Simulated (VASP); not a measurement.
# Li (Im-3m) in VASP: a series of runs

The runs below take Li through single point, relaxation of cell and atoms, with PBE.

Program: VASP 6.6.1. These are calculated values, not measurements. Logs are shortened: lines on timing, memory, paths and dates and some standing lists are left out, and cuts for length are marked.

## (1) The crystal as given

Symmetry: Im-3m, No. 229, cubic system. Conventional cell: a = 3.436 Å, b = 3.436 Å, c = 3.436 Å, α = 90.00°, β = 90.00°, γ = 90.00°. Li (site symmetry m-3m) has 8 Li at 2.98 Å as nearest neighbours.

The cell was built by a generator and needn't be a form met in nature.

## (2) Single point, PBE

INCAR

```
PREC     = Accurate       # precision mode
ENCUT    = 520            # plane-wave cutoff, eV
EDIFF    = 1E-6           # SCF threshold, eV
ISMEAR   = 0              # smearing method
SIGMA    = 0.3            # smearing width, eV
LREAL    = False          # projectors in reciprocal space
LASPH    = True           # aspherical terms in the spheres
NELM     = 100            # most SCF steps
ALGO     = Fast           # electronic algorithm
ISIF     = 2              # what is computed and relaxed
LWAVE    = False          # write WAVECAR
LCHARG   = False          # write CHGCAR
GGA      = PE             # functional
NBANDS   = 10             # bands
```

KPOINTS

```
Automatic mesh
0
Gamma
  20 20 20
```

POSCAR

```
Li
1.0
    3.4355114612      0.0000000000      0.0000000000
    0.0000000000      3.4355114612      0.0000000000
    0.0000000000      0.0000000000      3.4355114612
Li
2
Direct
    0.0000000000      0.0000000000      0.0000000000
    0.5000000000      0.5000000000      0.5000000000
```

Potentials or basis: VASP PAW PBE potentials, release 64 (Li_sv).

The run is started by

```
cat potpaw_PBE.64/Li_sv/POTCAR > POTCAR
mpirun -np 1 vasp_std > vasp.out
```

OUTCAR:

```text
PREC = Accurate
   ENCUT = 520
   EDIFF = 1E-6
   ISMEAR = 0
   LREAL = False
   LASPH = True
   NELM = 100
   ISIF = 2
   GGA = PE

 ion  position               nearest neighbor table
   1  0.000  0.000  0.000-
   2  0.500  0.500  0.500-

  LATTYP: Found a simple cubic cell.
 ALAT       =     3.4355114612

  Lattice vectors:

 A1 = (   3.4355114612,   0.0000000000,   0.0000000000)
 A2 = (   0.0000000000,   3.4355114612,   0.0000000000)
 A3 = (   0.0000000000,   0.0000000000,   3.4355114612)

Analysis of symmetry for initial positions (statically):
=====================================================================
 Subroutine PRICEL returns following result:

  LATTYP: Found a body centered cubic cell.
 ALAT       =     3.4355114612

  Lattice vectors:

 A1 = (   1.7177557306,   1.7177557306,  -1.7177557306)
 A2 = (  -1.7177557306,   1.7177557306,   1.7177557306)
 A3 = (   1.7177557306,  -1.7177557306,   1.7177557306)

   2 primitive cells build up your supercell.

 Routine SETGRP: Setting up the symmetry group for a
 simple cubic supercell.

 Subroutine GETGRP returns: Found 48 space group operations
 (whereof 48 operations were pure point group operations)
 out of a pool of 48 trial point group operations.

The static configuration has the point symmetry O_h .

Analysis of symmetry for dynamics (positions and initial velocities):
=====================================================================
 Subroutine PRICEL returns following result:

  LATTYP: Found a body centered cubic cell.
 ALAT       =     3.4355114612

  Lattice vectors:

 A1 = (   1.7177557306,   1.7177557306,  -1.7177557306)
 A2 = (  -1.7177557306,   1.7177557306,   1.7177557306)
 A3 = (   1.7177557306,  -1.7177557306,   1.7177557306)

   2 primitive cells build up your supercell.

 Routine SETGRP: Setting up the symmetry group for a
 simple cubic supercell.

 Subroutine GETGRP returns: Found 48 space group operations
 (whereof 48 operations were pure point group operations)
 out of a pool of 48 trial point group operations.

The dynamic configuration has the point symmetry O_h .

 Subroutine INISYM returns: Found 48 space group operations
 (whereof 48 operations are pure point group operations),
 and found     2 'primitive' translations

----------------------------------------------------------------------------------------

                                     Primitive cell

  volume of cell :      20.2742

  direct lattice vectors                    reciprocal lattice vectors
     1.717755731  1.717755731 -1.717755731     0.291077475  0.291077475  0.000000000
    -1.717755731  1.717755731  1.717755731    -0.000000000  0.291077475  0.291077475
     1.717755731 -1.717755731  1.717755731     0.291077475  0.000000000  0.291077475

  length of vectors
     2.975240200  2.975240200  2.975240200     0.411645712  0.411645712  0.411645712

  position of ions in fractional coordinates (direct lattice)
     0.000000000  0.000000000  0.000000000

  ion indices of the primitive-cell ions
   primitive index   ion index
                 1           1

----------------------------------------------------------------------------------------

 KPOINTS: Automatic mesh

Automatic generation of k-mesh.
 Grid dimensions read from file:
 generate k-points for:   20   20   20

 Generating k-lattice:

  Cartesian coordinates                     Fractional coordinates (reciprocal lattice)
     0.014553874  0.000000000  0.000000000     0.050000000  0.000000000  0.000000000
     0.000000000  0.014553874  0.000000000     0.000000000  0.050000000  0.000000000
     0.000000000  0.000000000  0.014553874     0.000000000  0.000000000  0.050000000

  Length of vectors
     0.014553874  0.014553874  0.014553874

  Shift w.r.t. Gamma in fractional coordinates (k-lattice)
     0.000000000  0.000000000  0.000000000

 Subroutine IBZKPT returns following result:
 ===========================================

 Found    286 irreducible k-points:

 Following reciprocal coordinates:
            Coordinates               Weight
  0.000000  0.000000  0.000000      1.000000
  0.050000  0.000000  0.000000      6.000000
  0.100000  0.000000  0.000000      6.000000
  0.150000  0.000000  0.000000      6.000000
  0.200000  0.000000  0.000000      6.000000
  0.250000  0.000000  0.000000      6.000000
[... 16 lines left out ...]
  0.150000  0.100000  0.000000     24.000000
  0.200000  0.100000  0.000000     24.000000
 [... further k-points ...]
   k-points           NKPTS =    286   k-points in BZ     NKDIM =    286   number of bands    NBANDS=     10
   number of dos      NEDOS =    301   number of ions     NIONS =      2
   total plane-waves  NPLWV =  21952
   dimension x,y,z NGX =    28 NGY =   28 NGZ =   28
   dimension x,y,z NGXF=    56 NGYF=   56 NGZF=   56
   ions per type =               2
   NGX,Y,Z   is equivalent  to a cutoff of  13.55, 13.55, 13.55 a.u.
   NGXF,Y,Z  is equivalent  to a cutoff of  27.10, 27.10, 27.10 a.u.
 SYSTEM =  unknown system
   PREC   = accura    normal or accurate (medium, high low for compatibility)
   ISTART =      0    job   : 0-new  1-cont  2-samecut
   ICHARG =      2    charge: 1-file 2-atom 10-const
   ISPIN  =      1    spin polarized calculation?
   LNONCOLLINEAR =      F non collinear calculations
   LSORBIT =      F    spin-orbit coupling
   LASPH  =      T    aspherical Exc in radial PAW
   ENCUT  =  520.0 eV  38.22 Ry    6.18 a.u.   6.39  6.39  6.39*2*pi/ulx,y,z
   NELM   =    100;   NELMIN=  2; NELMDL= -5     # of ELM steps
   EDIFF  = 0.1E-05   stopping-criterion for ELM
   LREAL  =      F    real-space projection
   EDIFFG = 0.1E-04   stopping-criterion for IOM
   NSW    =      0    number of steps for IOM
   IBRION =     -1    ionic relax: 0-MD 1-quasi-New 2-CG
   NFREE  =      0    steps in history (QN), initial steepest desc. (CG)
   ISIF   =      2    stress and relaxation
   ISYM   =      2    0-nonsym 1-usesym 2-fastsym
   POTIM  = 0.5000    time-step for ionic-motion
   TEBEG  =    0.0;   TEEND  =   0.0 temperature during run
   PSTRESS=    0.0 pullay stress
   NELECT =       6.0000    total number of electrons
   NUPDOWN=      -1.0000    fix difference up-down
   EMIN   =  10.00;   EMAX   =-10.00  energy-range for DOS
   EFERMI =   0.00;   METHOD = LEGACY
   ISMEAR =     0;   SIGMA  =   0.30  broadening in eV -4-tet -1-fermi 0-gaus
   EFERMI_NEDOS =   21; number of points for ismear=-14 and -15
   IALGO  =     68    algorithm
   IMIX   =      4    mixing-type and parameters
     AMIX     =   0.40;   BMIX     =  1.00
     AMIX_MAG =   1.60;   BMIX_MAG =  1.00
  volume/ion in A,a.u.               =      20.27       136.82
  Fermi-wavevector in a.u.,A,eV,Ry     =   0.865899  1.636312 10.201388  0.749781
  Thomas-Fermi vector in A             =   1.984209
   LORBIT       =      0    0 simple, 1 ext, 2 COOP (PROOUT), +10 PAW based schemes
   GGA     = PE    functional components
   LHFCALC =     F    Hartree Fock is set to
   AEXX    =    0.0000 exact exchange contribution
   IVDW    =     0    specifies the selected vdW correction
   LEPSILON=     F    determine dielectric tensor
   LRPA    =     F    only Hartree local field effects (RPA)
 non-spin polarized calculation
 RMM-DIIS sequential band-by-band and
 Gauss-broadening in eV      SIGMA  =   0.30
  energy-cutoff  :      520.00
  volume of cell :       40.55
 maximum number of plane-waves:      1112
 NGX is ok and might be reduce to    28
   NGX = 13   NGY = 13   NGZ = 13

 number of electron       6.0000001 magnetization

 Free energy of the ion-electron system (eV)
  ---------------------------------------------------
  ext. energy  EPLUGINS =         0.00000000
  ---------------------------------------------------
  free energy    TOTEN  =        -3.83076017 eV

  energy without entropy =       -3.78697759  energy(sigma->0) =       -3.80886888

 E-fermi :   0.6297     XC(G=0):  -7.0440

 val. band max:        0.6175479775   @ k =   0.5000   0.3000   0.2000
 cond. band min:       0.6435430158   @ k =   0.4000   0.4000   0.2500
 fundamental gap:      0.0259950382
 Fermi energy:         0.6296583518

 k-point     1 :       0.0000    0.0000    0.0000
  band No.  band energies     occupation
      1     -45.9121      2.00000
      2     -45.8792      2.00000
      3      -2.9357      2.00000
      4       6.1448      0.00000
      5       6.1448      0.00000
      6       6.1448      0.00000
      7       8.3972      0.00000
      8       8.3972      0.00000
      9      14.2427      0.00000
     10      15.2269      0.00000

 k-point     2 :       0.0500    0.0000    0.0000
  band No.  band energies     occupation
      1     -45.9119      2.00000
      2     -45.8796      2.00000
      3      -2.9120      2.00000
      4       5.7597      0.00000
      5       6.1753      0.00000
      6       6.1753      0.00000
      7       8.4290      0.00000
      8       8.8264      0.00000
      9      14.7205      0.00000
     10      15.0924      0.00000

 k-point     3 :       0.1000    0.0000    0.0000
  band No.  band energies     occupation
      1     -45.9111      2.00000
      2     -45.8800      2.00000
      3      -2.8409      2.00000
      4       4.9986      0.00000
      5       6.2671      0.00000
      6       6.2671      0.00000
      7       8.5245      0.00000
      8       9.7128      0.00000
      9      14.6199      0.00000
     10      14.7075      0.00000

 k-point     4 :       0.1500    0.0000    0.0000
  band No.  band energies     occupation
      1     -45.9100      2.00000
      2     -45.8809      2.00000
      3      -2.7225      2.00000
      4       4.1723      0.00000
      5       6.4199      0.00000
      6       6.4199      0.00000
      7       8.6837      0.00000
      8      10.7163      0.00000
      9      14.1238      0.00000
     10      14.1885      0.00000
[... 222 lines left out ...]
 k-point    22 :       0.1000    0.1000    0.0000
  band No.  band energies     occupation
      1     -45.9102      2.00000
      2     -45.8806      2.00000
      3      -2.7463      2.00000
      4       4.7532      0.00000
      5       5.5660      0.00000
      6       6.3892      0.00000
      7       9.3195      0.00000
      8      10.2899      0.00000
      9      13.9393      0.00000
     10      14.3882      0.00000

 k-point    23 :       0.1500    0.1000    0.0000
  band No.  band energies     occupation
      1     -45.9092      2.00000
      2     -45.8814      2.00000
      3      -2.6280      2.00000
      4       4.1279      0.00000
      5       5.5421      0.00000
      6       6.5417      0.00000
      7       9.6196      0.00000
      8      11.1381      0.00000
      9      13.2494      0.00000
     10      13.9630      0.00000

 k-point    24 :       0.2000    0.1000    0.0000
  band No.  band energies     occupation
      1     -45.9077      2.00000
      2     -45.8825      2.00000
      3      -2.4618      2.00000
      4       3.3790      0.00000
      5       5.7075      0.00000
      6       6.7549      0.00000
      7       9.8824      0.00000
      8      12.0589      0.00000
      9      12.4845      0.00000
     10      13.3729      0.00000

 [... further k-points ...]
[... 5 lines left out ...]
  --------------------------------------------------------------------------------------
  -------------------------------------------------------------------------------------
  Total       -0.0035045     -0.0035045     -0.0035045      0.0000000      0.0000000      0.0000000
  in kB       -0.1384715     -0.1384715     -0.1384715      0.0000000      0.0000000      0.0000000
  external PRESSURE =      -0.1384715 kB  Pullay stress =       0.0000000 kB

 VOLUME and BASIS-vectors are now :
 -----------------------------------------------------------------------------
  energy-cutoff  :      520.00
  volume of cell :       40.55
      direct lattice vectors                 reciprocal lattice vectors
     3.435511461  0.000000000  0.000000000     0.291077475  0.000000000  0.000000000
     0.000000000  3.435511461  0.000000000     0.000000000  0.291077475  0.000000000
     0.000000000  0.000000000  3.435511461     0.000000000  0.000000000  0.291077475

 POSITION                                       TOTAL-FORCE (eV/Angst)
 -----------------------------------------------------------------------------------
      0.00000      0.00000      0.00000        -0.000000     -0.000000     -0.000000
      1.71776      1.71776      1.71776         0.000000      0.000000      0.000000
 -----------------------------------------------------------------------------------
    total drift:                                0.000000      0.000000      0.000000

  FREE ENERGIE OF THE ION-ELECTRON SYSTEM (eV)
  ---------------------------------------------------
  free  energy   TOTEN  =        -3.8307601651 eV

  energy  without entropy=       -3.7869775851  energy(sigma->0) =       -3.80886888
```

Wall time 68 s (1 thread of Intel Xeon 6975P-C (Granite Rapids), shared host); peak memory 0.21 GiB.

Results:

| Quantity | Value |
| --- | --- |
| Free energy | -3.8308 eV |
| Band gap on the k mesh | none (metal or under the smearing width) |

Caveat: the cutoff is under 1.25 times the usual one of these potentials, so pressure, stress and relaxed cells hold a basis-set (Pulay) error.

## (3) Relaxation of cell and atoms, PBE

This run uses another cell than the first one, of 20.89 Å³/atom, 1.030 times its volume.

INCAR

```
SYSTEM = Li
ALGO     = Normal         ! electronic algorithm
EDIFF    = 1E-7           ! SCF threshold, eV
EDIFFG   = -0.005         ! ionic threshold
ENCUT    = 600            ! plane-wave cutoff, eV
GGA      = PE             ! functional
IBRION   = 2              ! ionic algorithm
ISIF     = 3              ! what is computed and relaxed
ISMEAR   = 0              ! smearing method
LASPH    = .True.         ! aspherical terms in the spheres
LCHARG   = .False.        ! write CHGCAR
LREAL    = .False.        ! projectors in reciprocal space
LWAVE    = .False.        ! write WAVECAR
NELM     = 60             ! most SCF steps
NSW      = 80             ! ionic steps
PREC     = Accurate       ! precision mode
SIGMA    = 0.3            ! smearing width, eV
```

KPOINTS

```
k-points
0
Gamma
  20 20 20
  0 0 0
```

POSCAR

```
Li
1.0
    3.4700000000      0.0000000000      0.0000000000
    0.0000000000      3.4700000000      0.0000000000
    0.0000000000      0.0000000000      3.4700000000
Li
2
Direct
    0.0000000000      0.0000000000      0.0000000000
    0.5000000000      0.5000000000      0.5000000000
```

Potentials or basis: VASP PAW PBE potentials, release 64 (Li_sv).

The run is started by

```
cat potpaw_PBE.64/Li_sv/POTCAR > POTCAR
mpirun -np 1 vasp_std > vasp.out
```

It took 82 s on 1 thread of Intel Xeon 6975P-C (Granite Rapids), shared host; peak memory 0.21 GiB.

The run converged. Its results:

- Free energy: -3.8315 eV
- Relaxed volume: 20.13 Å³/atom
- Relaxed cell: a = 3.427 Å, b = 3.427 Å, c = 3.427 Å, α = 90.00°, β = 90.00°, γ = 90.00°
- Space group after relaxing (to 0.05 Å): Im-3m (No. 229)
- Energy gained by relaxing: 1.2 meV/atom
- Ionic steps: 3
- Pressure after relaxing: 0.0 GPa
- Band gap on the k mesh: none (metal or under the smearing width)

The path:
| step | energy change (eV) | largest force (eV/Å) | pressure (GPa) | volume (Å³) |
| --- | --- | --- | --- | --- |
| 1 | 0.0000 | 0.0000 | -0.49 | 41.78 |
| 2 | -0.0010 | 0.0000 | -0.38 | 41.40 |
| 3 | -0.0025 | 0.0000 | -0.03 | 40.26 |

Final structure:
```xyz
2
Lattice="3.4275 0.0000 0.0000 0.0000 3.4275 0.0000 0.0000 0.0000 3.4275" Properties=species:S:1:pos:R:3 pbc="T T T"
Li    0.0000    0.0000    0.0000
Li    1.7137    1.7137    1.7137
```

Levels at points of the mesh, in eV from the Fermi level:
```
           k point  band 1  band 2  band 3  band 4  band 5  band 6  band 7
(0.00, 0.00, 0.00)  -46.52  -46.49   -3.58    5.54    5.54    5.54    7.80
(0.50, 0.00, 0.00)  -46.50  -46.50   -1.16   -1.16    8.57    8.57    8.57
(0.50, 0.50, 0.00)  -46.50  -46.50    0.24    0.24    3.27    3.27   10.41
(0.50, 0.50, 0.50)  -46.50  -46.50    3.39    3.39    3.39    3.39    3.39
```

Caveat: the cutoff is under 1.25 times the usual one of these potentials, so pressure, stress and relaxed cells hold a basis-set (Pulay) error.
